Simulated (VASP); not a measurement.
# Sb2Se3 (P2_1/m) in VASP: band structure with PBE

Aim: the band structure of Sb2Se3 with PBE.

Program: VASP 6.6.1. These are calculated values, not measurements. Logs are shortened: lines on timing, memory, paths and dates and some standing lists are left out, and cuts for length are marked.

## Step 1: The structure

It takes space group P2_1/m (No. 11, monoclinic). Conventional cell: a = 7.464 Å, b = 4.063 Å, c = 10.259 Å, α = 90.00°, β = 91.44°, γ = 90.00°. Sb (site symmetry m) has 5 Se at 2.74 to 3.09 Å as nearest neighbours. Sb (site symmetry m) is surrounded by 6 Se at 2.80 to 3.02 Å. Around Se (site symmetry m) lie 5 Sb at 2.74 to 3.09 Å. Se (site symmetry m) is surrounded by 4 Sb at 2.79 to 3.20 Å. Around Se (site symmetry m) lie 3 Sb at 2.80 Å.

The cell was built by a generator and needn't be a form met in nature.

## Step 2: Band structure, PBE, spin-orbit coupling, no magnetisation

File INCAR:

```
SYSTEM = Sb2Se3
  ALGO = Normal
  EDIFF = 1E-6
  ENCUT = 520
  GGA = PE
  GGA_COMPAT = .FALSE.
  ISIF = 2
  ISMEAR = 0
  KPAR = 8
  LASPH = .TRUE.
  LCHARG = .FALSE.
  LORBIT = 11
  LREAL = .FALSE.
  LSORBIT = .TRUE.
  LWAVE = .FALSE.
  MAGMOM = 0 0 0 0 0 0 0 0 0 0 0 0 0 0 0 0 0 0 0 0 0 0 0 0 0 0 0 0 0 0
  NBANDS = 76
  NELM = 80
  PREC = Accurate
  SIGMA = 0.1
```

File KPOINTS:

```
k-points
0
G
  4 6 4
  0 0 0
```

File POSCAR:

```
Sb2Se3
1.0
    7.4636740000      0.0000000000      0.0000000000
    0.0000000000      4.0626600000      0.0000000000
   -0.2575660000      0.0000000000     10.2557960000
Sb Se
4 6
Direct
    0.2446270000      0.7500000000      0.4808570000
    0.0848400000      0.2500000000      0.1507160000
    0.7553730000      0.2500000000      0.5191430000
    0.9151600000      0.7500000000      0.8492840000
    0.9325090000      0.7500000000      0.3352370000
    0.4014450000      0.2500000000      0.3362840000
    0.2334220000      0.7500000000      0.9996540000
    0.0674910000      0.2500000000      0.6647630000
    0.5985550000      0.7500000000      0.6637160000
    0.7665780000      0.2500000000      0.0003460000
```

File KPOINTS_OPT:

```
path GYHCEM1AXH1,MDZ,YD
10
line-mode
reciprocal
 0.0000000000  0.0000000000  0.0000000000  G
 0.0000000000  0.0000000000  0.5000000000  Y

 0.0000000000  0.0000000000  0.5000000000  Y
-0.4911769131  0.0000000000  0.5169501606  H

-0.4911769131  0.0000000000  0.5169501606  H
-0.5000000000  0.0000000000  0.5000000000  C

-0.5000000000  0.0000000000  0.5000000000  C
-0.5000000000  0.5000000000  0.5000000000  E

-0.5000000000  0.5000000000  0.5000000000  E
-0.5088230869  0.5000000000  0.4830498394  M1

-0.5088230869  0.5000000000  0.4830498394  M1
-0.5000000000  0.5000000000  0.0000000000  A

-0.5000000000  0.5000000000  0.0000000000  A
-0.5000000000  0.0000000000  0.0000000000  X

-0.5000000000  0.0000000000  0.0000000000  X
-0.5088230869  0.0000000000  0.4830498394  H1

-0.4911769131  0.5000000000  0.5169501606  M
 0.0000000000  0.5000000000  0.5000000000  D

 0.0000000000  0.5000000000  0.5000000000  D
 0.0000000000  0.5000000000  0.0000000000  Z

 0.0000000000  0.0000000000  0.5000000000  Y
 0.0000000000  0.5000000000  0.5000000000  D
```

Potentials or basis: VASP PAW PBE potentials, release 64 (Sb, Se).

The run is started by

```console
cat potpaw_PBE.64/Sb/POTCAR potpaw_PBE.64/Se/POTCAR > POTCAR
mpirun -np 8 vasp_ncl > vasp.out
```

OUTCAR:

```text
SYSTEM = Sb2Se3
   EDIFF = 1E-6
   ENCUT = 520
   GGA = PE
   ISIF = 2
   ISMEAR = 0
   LASPH = .TRUE.
   LORBIT = 11
   LREAL = .FALSE.
   LSORBIT = .TRUE.
   NELM = 80
   PREC = Accurate

 ion  position               nearest neighbor table
   1  0.245  0.750  0.481-   5 2.74   6 2.79   6 2.79   8 3.09   8 3.09   9 3.20
   2  0.085  0.250  0.151-  10 2.80   7 2.80   7 2.80   6 3.00   5 3.02   5 3.02
   3  0.755  0.250  0.519-   8 2.74   9 2.79   9 2.79   5 3.09   5 3.09   6 3.20
   4  0.915  0.750  0.849-   7 2.80  10 2.80  10 2.80   9 3.00   8 3.02   8 3.02
   5  0.933  0.750  0.335-   1 2.74   2 3.02   2 3.02   3 3.09   3 3.09
   6  0.401  0.250  0.336-   1 2.79   1 2.79   2 3.00   3 3.20
   7  0.233  0.750  1.000-   4 2.80   2 2.80   2 2.80
   8  0.067  0.250  0.665-   3 2.74   4 3.02   4 3.02   1 3.09   1 3.09
   9  0.599  0.750  0.664-   3 2.79   3 2.79   4 3.00   1 3.20
  10  0.767  0.250  0.000-   2 2.80   4 2.80   4 2.80

  LATTYP: Found a simple monoclinic cell.
 ALAT       =     7.4636740000
 B/A-ratio  =     0.5443244172
 C/A-ratio  =     1.3745281172
 COS(beta)  =    -0.0251062728

  Lattice vectors:

 A1 = (   7.4636740000,   0.0000000000,   0.0000000000)
 A2 = (   0.0000000000,   4.0626600000,   0.0000000000)
 A3 = (  -0.2575660000,   0.0000000000,  10.2557960000)

Analysis of symmetry for initial positions (statically):
=====================================================================
 Subroutine PRICEL returns:
 Original cell was already a primitive cell.

 Routine SETGRP: Setting up the symmetry group for a
 simple monoclinic supercell.

 Subroutine GETGRP returns: Found  4 space group operations
 (whereof  2 operations were pure point group operations)
 out of a pool of  4 trial point group operations.

The static configuration has the point symmetry S_2 .
 The point group associated with its full space group is C_2h.

Analysis of symmetry for dynamics (positions and initial velocities):
=====================================================================
 Subroutine PRICEL returns:
 Original cell was already a primitive cell.

 Routine SETGRP: Setting up the symmetry group for a
 simple monoclinic supercell.

 Subroutine GETGRP returns: Found  4 space group operations
 (whereof  2 operations were pure point group operations)
 out of a pool of  4 trial point group operations.

The dynamic configuration has the point symmetry S_2 .
 The point group associated with its full space group is C_2h.

Analysis of structural, dynamic, and magnetic symmetry:
=====================================================================
 Subroutine PRICEL returns:
 Original cell was already a primitive cell.

 Routine SETGRP: Setting up the symmetry group for a
 simple monoclinic supercell.

 Subroutine GETGRP returns: Found  4 space group operations
 (whereof  2 operations were pure point group operations)
 out of a pool of  4 trial point group operations.

The overall configuration has the point symmetry S_2 .
 The point group associated with its full space group is C_2h.

 Subroutine INISYM returns: Found  4 space group operations
 (whereof  2 operations are pure point group operations),
 and found     1 'primitive' translations

----------------------------------------------------------------------------------------

                                     Primitive cell

  volume of cell :     310.9800

  direct lattice vectors                    reciprocal lattice vectors
     7.463674000  0.000000000  0.000000000     0.133982272  0.000000000  0.003364856
     0.000000000  4.062660000  0.000000000     0.000000000  0.246144152  0.000000000
    -0.257566000  0.000000000 10.255796000     0.000000000  0.000000000  0.097505840

  length of vectors
     7.463674000  4.062660000 10.259029771     0.134024518  0.246144152  0.097505840

  position of ions in fractional coordinates (direct lattice)
     0.244627000  0.750000000  0.480857000
[... 145 lines left out ...]

 E-fermi :   3.6869     XC(G=0):  -8.5925

 val. band max:        3.4384402425   @ k =   0.0000   0.0000   0.2500
 cond. band min:       3.9257971750   @ k =   0.0000   0.0000   0.5000
 fundamental gap:      0.4873569325
 Fermi energy:         3.6869293774

 k-point     1 :       0.0000    0.0000    0.0000
  band No.  band energies     occupation
      1     -10.4431      1.00000
      2     -10.4431      1.00000
      3      -9.7836      1.00000
      4      -9.7836      1.00000
      5      -9.5455      1.00000
      6      -9.5455      1.00000
[... 1693 lines left out ...]
     67       6.1332      0.00000
     68       6.1332      0.00000

 [... further k-points ...]

 [bands above 68 left out]

------------------------ aborting loop because EDIFF is reached ----------------------------------------

  FORCE on cell =-STRESS in cart. coord.  units (eV):
  Direction    XX          YY          ZZ          XY          YZ          ZX
  --------------------------------------------------------------------------------------
  -------------------------------------------------------------------------------------
  Total        0.1085082     -0.0456662      0.0358468      0.0000000      0.0000000      0.0248020
  in kB        0.5590371     -0.2352735      0.1846837      0.0000000      0.0000000      0.1277807
  external PRESSURE =       0.1694824 kB  Pullay stress =       0.0000000 kB

 VOLUME and BASIS-vectors are now :
 -----------------------------------------------------------------------------
  energy-cutoff  :      520.00
  volume of cell :      310.98
      direct lattice vectors                 reciprocal lattice vectors
     7.463674000  0.000000000  0.000000000     0.133982272  0.000000000  0.003364856
     0.000000000  4.062660000  0.000000000     0.000000000  0.246144152  0.000000000
    -0.257566000  0.000000000 10.255796000     0.000000000  0.000000000  0.097505840

 POSITION                                       TOTAL-FORCE (eV/Angst)
 -----------------------------------------------------------------------------------
      1.70196      3.04699      4.93157        -0.010524      0.000000      0.003747
      0.59440      1.01567      1.54571        -0.001141     -0.000000      0.016419
      5.50414      1.01567      5.32422         0.010524     -0.000000     -0.003747
      6.61171      3.04699      8.71008         0.001141     -0.000000     -0.016419
      6.87360      3.04699      3.43812        -0.003482     -0.000000     -0.007714
      2.90964      1.01567      3.44886         0.011558     -0.000000     -0.010263
      1.48471      3.04699     10.25225         0.011229     -0.000000     -0.003866
      0.33251      1.01567      6.81767         0.003482      0.000000      0.007714
      4.29647      3.04699      6.80694        -0.011558     -0.000000      0.010263
      5.72140      1.01567      0.00355        -0.011229     -0.000000      0.003866
 -----------------------------------------------------------------------------------
    total drift:                                0.000000      0.000000     -0.000000

  FREE ENERGIE OF THE ION-ELECTRON SYSTEM (eV)
  ---------------------------------------------------
  free  energy   TOTEN  =       -40.6049823164 eV

  energy  without entropy=      -40.6049774151  energy(sigma->0) =      -40.60497987

 Spin-Orbit-Coupling matrix elements

 Ion:    1  E_soc:     -0.1063726
 l=   1
     0.0000000    -0.0179280    -0.0168159
    -0.0179280     0.0000000    -0.0175880
    -0.0168159    -0.0175880     0.0000000
 l=   2
     0.0000000    -0.0000671     0.0000000    -0.0000724    -0.0002221
    -0.0000671     0.0000000    -0.0001424    -0.0000743    -0.0000646
     0.0000000    -0.0001424     0.0000000    -0.0001479     0.0000000
    -0.0000724    -0.0000743    -0.0001479     0.0000000    -0.0000636
    -0.0002221    -0.0000646     0.0000000    -0.0000636     0.0000000
 l=   3
     0.0000000     0.0000000     0.0000000     0.0000000     0.0000000     0.0000000     0.0000000
     0.0000000     0.0000000     0.0000000     0.0000000     0.0000000     0.0000000     0.0000000
     0.0000000     0.0000000     0.0000000     0.0000000     0.0000000     0.0000000     0.0000000
     0.0000000     0.0000000     0.0000000     0.0000000     0.0000000     0.0000000     0.0000000
[... 169 lines left out ...]
 l=   2
     0.0000000     0.0000008     0.0000000     0.0000018     0.0000027
     0.0000008     0.0000000     0.0000018     0.0000021     0.0000017
     0.0000000     0.0000018     0.0000000     0.0000015     0.0000000
     0.0000018     0.0000021     0.0000015     0.0000000     0.0000024
     0.0000027     0.0000017     0.0000000     0.0000024     0.0000000
 l=   3
     0.0000000     0.0000000     0.0000000     0.0000000     0.0000000     0.0000000     0.0000000
     0.0000000     0.0000000     0.0000000     0.0000000     0.0000000     0.0000000     0.0000000
     0.0000000     0.0000000     0.0000000     0.0000000     0.0000000     0.0000000     0.0000000
     0.0000000     0.0000000     0.0000000     0.0000000     0.0000000     0.0000000     0.0000000
     0.0000000     0.0000000     0.0000000     0.0000000     0.0000000     0.0000000     0.0000000
     0.0000000     0.0000000     0.0000000     0.0000000     0.0000000     0.0000000     0.0000000
     0.0000000     0.0000000     0.0000000     0.0000000     0.0000000     0.0000000     0.0000000

 total charge

# of ion       s       p       d       tot
------------------------------------------
    1        1.310   0.907   0.055   2.273
    2        1.320   0.894   0.060   2.273
    3        1.310   0.907   0.055   2.273
    4        1.320   0.894   0.060   2.273
    5        1.480   2.278   0.026   3.784
    6        1.483   2.265   0.023   3.772
    7        1.486   2.261   0.024   3.771
    8        1.480   2.278   0.026   3.784
    9        1.483   2.265   0.023   3.772
   10        1.486   2.261   0.024   3.771
--------------------------------------------------
tot         14.159  17.210   0.376  31.745

 magnetization (x)

# of ion       s       p       d       tot
------------------------------------------
    1        0.000   0.000   0.000   0.000
    2        0.000   0.000   0.000   0.000
    3        0.000   0.000   0.000   0.000
    4        0.000   0.000   0.000   0.000
    5        0.000   0.000   0.000   0.000
    6        0.000   0.000   0.000   0.000
    7        0.000   0.000   0.000   0.000
    8        0.000   0.000   0.000   0.000
    9        0.000   0.000   0.000   0.000
   10        0.000   0.000   0.000   0.000
--------------------------------------------------
tot          0.000   0.000   0.000   0.000

 magnetization (y)

# of ion       s       p       d       tot
------------------------------------------
    1        0.000  -0.000  -0.000  -0.000
    2        0.000  -0.000  -0.000   0.000
    3        0.000  -0.000  -0.000  -0.000
    4        0.000  -0.000  -0.000   0.000
    5       -0.000  -0.000   0.000  -0.000
    6       -0.000   0.000  -0.000   0.000
    7       -0.000   0.000   0.000   0.000
    8       -0.000  -0.000   0.000  -0.000
    9       -0.000   0.000  -0.000   0.000
   10       -0.000   0.000   0.000   0.000
--------------------------------------------------
tot          0.000   0.000  -0.000   0.000

 magnetization (z)

# of ion       s       p       d       tot
------------------------------------------
    1        0.000   0.000   0.000   0.000
    2        0.000   0.000   0.000   0.000
    3        0.000   0.000   0.000   0.000
    4        0.000   0.000   0.000   0.000
    5        0.000   0.000   0.000   0.000
    6        0.000   0.000   0.000   0.000
    7        0.000   0.000   0.000   0.000
    8        0.000   0.000   0.000   0.000
    9        0.000   0.000   0.000   0.000
   10        0.000   0.000   0.000   0.000
--------------------------------------------------
tot          0.000   0.000   0.000   0.000
```

Run time: 13 min. Hardware: 8 MPI ranks of Intel Xeon Platinum 8559C (Emerald Rapids), shared host; peak memory 2.3 GiB.

Results:

```yaml
Free_energy: -40.6050 eV
Pressure: 0.0 GPa
Largest_force: 0.016 eV/Å
Valence_electrons_inside_the_program's_atomic_spheres: Sb 2.27; Se 3.78, 3.77
```

Forces in eV/Å, atoms in the order of the input:
```
Sb  -0.011  0.000  0.004
Sb  -0.001  0.000  0.016
Sb   0.011  0.000 -0.004
Sb   0.001  0.000 -0.016
Se  -0.003  0.000 -0.008
Se   0.012  0.000 -0.010
Se   0.011  0.000 -0.004
Se   0.003  0.000  0.008
Se  -0.012  0.000  0.010
Se  -0.011  0.000  0.004
```
